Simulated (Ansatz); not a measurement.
# Sc2COS MXene monolayer in a perpendicular field, part 2 of 2

Wanted: the out-of-plane response of the Sc2COS MXene monolayer. A positive field points along +c.

Ansatz 0.2.0; plane-wave DFT, PBE-D3(BJ), Ansatz PAW (the session's first sound run).

So far, equivalent conductor thickness p/(ε₀AE) (Å): step 9 (response, atoms held) 6.70.

**12. Response, atoms relaxed**

This step: plane-wave DFT, PBE-D3(BJ), Ansatz PAW; response to a field along the normal, atoms relaxed (Ansatz 0.2.0).

The same analysis on the two relaxed runs holds the ionic part too; their mesh is coarser, so small differences from the held value can come from that.

This step gave:

```
equivalent conductor thickness p/(ε₀AE) : 7.035 Å
distance between the outer atoms        : 5.260 Å
```

The dipole of the cell by applied field:

```
applied field (V/Å)  dipole of the cell (e·Å)
            -0.1000                   -0.0171
             0.1000                    0.0562
```

Local field over the applied field, running mean. From the potentials at -0.1 and 0.1 V/Å; running mean over 2.5 Å. Table of local field over applied field by z:

z (Å), local field over applied field and a bar from the least value:
```
      4.5      0.999 ##############################
      5.0      0.998 ##############################
      5.5      0.993 ##############################
      6.0      0.978 #############################
      6.5      0.935 ############################
      7.0      0.831 ##########################
      7.5      0.682 ######################
      8.0      0.510 #################
      8.5      0.323 ############
      9.0      0.147 #######
      9.5      0.061 #####
     10.0      0.010 ####
     10.5     -0.010 ###
     11.0      0.050 #####
     11.5      0.154 #######
     12.0      0.167 ########
     12.5     -0.125 
     13.0     -0.079 #
     13.5      0.052 #####
     14.0      0.016 ####
     14.5      0.147 #######
     15.0      0.623 ####################
     15.5      0.773 ########################
     16.0      0.785 ########################
     16.5      0.934 ############################
     17.0      0.979 #############################
     17.5      0.994 ##############################
     18.0      0.998 ##############################
     18.5      0.999 ##############################
     19.0      1.000 ##############################
```

Electrons, planar mean, per unit field. Table of induced electron density by z:

```
z (Å)  induced electron density (e/Å³ per V/Å)
 4.07                                   1.1e-6
 4.50                                   1.2e-6
 4.94                                   6.2e-6
 5.23                                   1.3e-5
 5.67                                   3.8e-5
 6.10                                   1.1e-4
 6.54                                   3.2e-4
 6.97                                   8.3e-4
 7.27                                  0.00151
 7.70                                  0.00317
 8.14                                  0.00458
 8.57                                  0.00267
 9.01                                  0.00110
 9.45                                   6.2e-4
 9.74                                  -3.0e-5
10.17                                  0.00116
10.61                                   5.0e-6
11.04                                 -0.00135
11.48                                  -2.5e-4
11.77                                 -0.00216
12.21                                 -0.00360
12.64                                 -0.00913
13.08                                  -0.0343
13.51                                  0.00574
13.80                                   0.0456
14.24                                   0.0214
14.68                                  -0.0194
15.11                                 -0.00702
15.55                                 -0.00237
15.98                                  -8.8e-4
16.27                                  -4.5e-4
16.71                                  -1.7e-4
17.15                                  -5.8e-5
17.58                                  -2.1e-5
18.02                                  -5.2e-6
18.31                                  -1.9e-6
18.75                                  -2.0e-6
19.18                                   5.8e-7
```

The induced dipole is that of a conductor 7.03 Å thick.

**13. Same geometry, cutoff 420 eV, functional LDA**

This step: plane-wave DFT, LDA, Ansatz PAW (Ansatz 0.2.0).

The geometry is kept and the functional is LDA; other changes against the main runs: SCF threshold 1.0e-10 → 1.0e-09 eV, k-mesh 18×18×1 → 6×6×1 and no dispersion term, which doesn't act on the electrons.

Contents of input.yaml:

```yaml
crystal:
  lattice:
    - [3.2994367465, 0.0, 0.0]
    - [-1.6497183732, 2.8573960406, 0.0]
    - [0.0, 0.0, 23.2498218266]
  atoms:
    - { symbol: S, position: [0.3333333333, 0.6666666667, 0.3870997407] }
    - { symbol: Sc, position: [0.6666666667, 0.3333333333, 0.4573834335] }
    - { symbol: C, position: [0.0, 0.0, 0.5110066157] }
    - { symbol: Sc, position: [0.3333333333, 0.6666666667, 0.5824152935] }
    - { symbol: O, position: [0.6666666667, 0.3333333333, 0.6129002593] }
kpoints:
  mp_grid: { grid: [6, 6, 1] }
hamiltonian:
  xc: lda
scf:
  occupations: { method: fermi_dirac, width: 0.02585 }
  convergence: { dr2_threshold: 1.0e-09 }
efield:
  axis: 3
  dipole_correction: true
  ramp_position: 0.9437
  ramp_width: 0.1101
  amplitude: 0.1
output:
  write_potential: true
  write_density: true
  volumetric_format: npy
```

The run is started by

```sh
$ ansatz run input.yaml --threads 4 --pin off --max-ram 6144MiB --backend cpu --events-out ev --progress --plain --runs-dir out
```

It took 2 s on 4 threads of Intel Xeon Platinum 8488C (Sapphire Rapids), shared host; peak memory 0.52 GiB; 6.8 s of CPU time.

This step gave:

* energy at zero smearing: -5849.6832 eV
* dipole along the normal: 0.04596 e·Å

The dipole is 0.0460 e·Å.

**14. Same geometry, cutoff 420 eV, functional LDA (run 2)**

The same run in the opposite field.

Edit input.yaml of step 13 so:

```diff
@@ -23,3 +23,3 @@
   ramp_width: 0.1101
-  amplitude: 0.1
+  amplitude: -0.1
 output:
```

Run time: 2.5 s. Hardware: 4 threads; peak memory 0.5 GiB; 8.4 s of CPU time.

The dipole is -0.0245 e·Å.

**15. Response at this level**

This step: plane-wave DFT, LDA, Ansatz PAW; response to a field along the normal, atoms held (Ansatz 0.2.0).

The two signs of the field give the slope at this level.

Numbers from this step:

| Property | Result |
| --- | --- |
| equivalent conductor thickness p/(ε₀AE) | 6.760 Å |
| distance between the outer atoms | 5.250 Å |

The induced dipole is that of a conductor 6.76 Å thick.

**16. Same geometry, cutoff 420 eV, functional PBE**

This step: plane-wave DFT, PBE, Ansatz PAW (Ansatz 0.2.0).

The geometry is kept and the functional is PBE; other changes against the main runs: SCF threshold 1.0e-10 → 1.0e-09 eV, k-mesh 18×18×1 → 6×6×1 and no dispersion term, which doesn't act on the electrons.

Edit input.yaml of step 14 so:

```diff
@@ -14,3 +14,3 @@
 hamiltonian:
-  xc: lda
+  xc: pbe
 scf:
@@ -23,3 +23,3 @@
   ramp_width: 0.1101
-  amplitude: -0.1
+  amplitude: 0.1
 output:
```

Elapsed: 1.9 s, on 4 threads; peak memory 0.52 GiB; 6.6 s of CPU time.

The dipole is 0.0544 e·Å.

**17. Same geometry, cutoff 420 eV, functional PBE (run 2)**

Edit input.yaml of step 16 so:

```diff
@@ -23,3 +23,3 @@
   ramp_width: 0.1101
-  amplitude: 0.1
+  amplitude: -0.1
 output:
```

Run time: 2.2 s. Hardware: 4 threads; peak memory 0.53 GiB; 7.6 s of CPU time.

The dipole is -0.0160 e·Å.

**18. Response at this level**

This step: plane-wave DFT, PBE, Ansatz PAW; response to a field along the normal, atoms held (Ansatz 0.2.0).

The induced dipole is that of a conductor 6.75 Å thick.

**19. Same geometry, cutoff 500 eV, functional r2SCAN**

This step: plane-wave DFT, r2SCAN, Ansatz PAW (Ansatz 0.2.0).

The geometry is kept and the functional is r2SCAN; other changes against the main runs: SCF threshold 1.0e-10 → 1.0e-09 eV, cutoff 420 → 500, k-mesh 18×18×1 → 6×6×1 and no dispersion term, which doesn't act on the electrons.

Edit input.yaml of step 17 so:

```diff
@@ -14,3 +14,3 @@
 hamiltonian:
-  xc: pbe
+  xc: r2scan
 scf:
@@ -23,3 +23,3 @@
   ramp_width: 0.1101
-  amplitude: -0.1
+  amplitude: 0.1
 output:
```

Run time: 4.5 s. Hardware: 4 threads; peak memory 0.9 GiB; 16 s of CPU time.

The dipole is 0.0543 e·Å.

**20. Same geometry, cutoff 500 eV, functional r2SCAN (run 2)**

Edit input.yaml of step 19 so:

```diff
@@ -23,3 +23,3 @@
   ramp_width: 0.1101
-  amplitude: 0.1
+  amplitude: -0.1
 output:
```

Wall time 5.7 s (4 threads); peak memory 0.9 GiB.

The dipole is -0.0153 e·Å.

**21. Response at this level**

This step: plane-wave DFT, r2SCAN, Ansatz PAW; response to a field along the normal, atoms held (Ansatz 0.2.0).

The induced dipole is that of a conductor 6.68 Å thick.

**22. Same geometry, cutoff 420 eV, functional HSE06**

This step: plane-wave DFT, HSE06, Ansatz PAW (Ansatz 0.2.0).

The geometry is kept and the functional is HSE06; other changes against the main runs: SCF threshold 1.0e-10 → 1.0e-09 eV, k-mesh 18×18×1 → 6×6×1 and no dispersion term, which doesn't act on the electrons.

Edit input.yaml of step 20 so:

```diff
@@ -14,3 +14,3 @@
 hamiltonian:
-  xc: r2scan
+  xc: hse06
 scf:
@@ -23,3 +23,3 @@
   ramp_width: 0.1101
-  amplitude: -0.1
+  amplitude: 0.1
 output:
```

Wall time 39 s (4 threads); peak memory 2.9 GiB.

The dipole is 0.0441 e·Å.

**23. Same geometry, cutoff 420 eV, functional HSE06 (run 2)**

Edit input.yaml of step 22 so:

```diff
@@ -23,3 +23,3 @@
   ramp_width: 0.1101
-  amplitude: 0.1
+  amplitude: -0.1
 output:
```

Wall time 35 s (4 threads); peak memory 2.9 GiB.

The dipole is -0.0245 e·Å.

**24. Comparing the runs**

Times are for 4 threads of Intel Xeon Platinum 8488C (Sapphire Rapids), shared host. The runs compared:

```
no.  functional     field  dipole along the normal (e·Å)   time  memory (GiB)
  1         lda   0.1 V/Å                        0.04596    2 s          0.52
  2         lda  -0.1 V/Å                       -0.02448  2.5 s          0.50
  3         pbe   0.1 V/Å                        0.05436  1.9 s          0.52
  4         pbe  -0.1 V/Å                       -0.01597  2.2 s          0.53
  5      r2scan   0.1 V/Å                        0.05434  4.5 s          0.90
  6      r2scan  -0.1 V/Å                       -0.01532  5.7 s           0.9
  7       hse06   0.1 V/Å                        0.04412   39 s           2.9
  8       hse06  -0.1 V/Å                       -0.02453   35 s           2.9
```

**25. Response at this level**

This step: plane-wave DFT, HSE06, Ansatz PAW; response to a field along the normal, atoms held (Ansatz 0.2.0).

The induced dipole is that of a conductor 6.59 Å thick.

**26. Varying the input**

This step: plane-wave DFT, PBE-D3(BJ), Ansatz PAW (Ansatz 0.2.0).

An input spoilt on purpose, to show how the run answers: it repeats the earlier run at 0.1 V/Å with efield.axis from 3 to 0, and scf.max_iter set to 75.

input.yaml, the sections that differ from step 23:

```yaml
kpoints:
  mp_grid: { grid: [18, 18, 1] }
  band_path:
    path: [[0, 0, 0], [0.5, 0, 0], [0.33333333, 0.33333333, 0], [0, 0, 0]]
    npoints: 16
hamiltonian:
  xc: pbe
  dispersion: d3bj
scf:
  occupations: { method: fermi_dirac, width: 0.02585 }
  convergence: { dr2_threshold: 1.0e-10 }
  max_iter: 75
efield:
  axis: 0
  dipole_correction: true
  ramp_position: 0.9437
  ramp_width: 0.1101
  amplitude: 0.1
# crystal, output: as in step 23
```

It took 0.04 s on 4 threads; peak memory 0.042 GiB; 0.03 s of CPU time.

The input was rejected at the start.

The program's message: “Error: invalid value for `efield.axis`: must be in [1, 3]; got 0”

The fault put into the input: an axis of 0, outside the range 1 to 3.

**27. The same run with other settings**

Another changed input: it repeats the earlier run at 0.1 V/Å with scf.occupations.width from 0.02585 removed, scf.occupations.method from fermi_dirac to tetrahedron and accuracy to low; its output block differs too.

Edit input.yaml of step 26 so:

```diff
@@ -20,7 +20,6 @@
 scf:
-  occupations: { method: fermi_dirac, width: 0.02585 }
+  occupations: { method: tetrahedron }
   convergence: { dr2_threshold: 1.0e-10 }
-  max_iter: 75
 efield:
-  axis: 0
+  axis: 3
   dipole_correction: true
@@ -33 +32,2 @@
   volumetric_format: npy
+accuracy: low
```

It took 9.2 s on 4 threads; peak memory 0.63 GiB.

```
                     quantity  this run  earlier run  difference
dipole along the normal (e·Å)   0.05364      0.05371     -7.3e-5
```

The dipole moves by under 0.5 % or 5e-5 e·Å. The run took 17 SCF cycles against 15.

The change did no harm here.

**28. Results**

| Item | Value |
| --- | --- |
| gap without field | none |
| work function, upper face | 6.22 eV |
| step between the vacuum levels | -0.361 eV |
| equivalent conductor thickness, atoms held | 6.70 Å |
| equivalent conductor thickness, atoms relaxed | 7.03 Å |
| equivalent conductor thickness, LDA | 6.76 Å |
| equivalent conductor thickness, PBE | 6.75 Å |
| equivalent conductor thickness, r2SCAN | 6.68 Å |
| equivalent conductor thickness, HSE06 | 6.59 Å |

In words: The induced dipole equals that of a perfect conductor 6.70 Å thick, while the outer atoms lie 5.25 Å apart. The two faces differ: the vacuum level above lies 0.36 eV lower than the one below. Letting the atoms follow the field adds 0.33 Å to the equivalent conductor thickness: the ionic part of the response. Across the functionals the thickness runs from 6.59 to 6.76 Å; those runs use a coarser k-mesh, so they are to be compared with each other. There is no gap over 0.03 eV, with or without the field. The main runs have no spin polarisation; a magnetic state could lie lower and would change these results. The MXene's terminations sit over the metal atoms of its far layer; the site over carbon or nitrogen, which some compounds prefer, was not run.

[Long decimals in the printed logs are rounded to 6 places.]

[Logs are printed without paths, hosts, clocks, repeated set-up lines and the standing remarks that a program may print on its own settings, such as how far it seeks lower states.]

[Hosts, paths, dates, database ids (printed as entryN), source tags and the programs' standing remarks are cut or masked in the printed files.]

[Maps of the electrostatic potential energy from Ansatz leave out the sawtooth potential of an applied field or a dipole correction, so their vacuum need not be flat; planar profiles and work functions include it.]
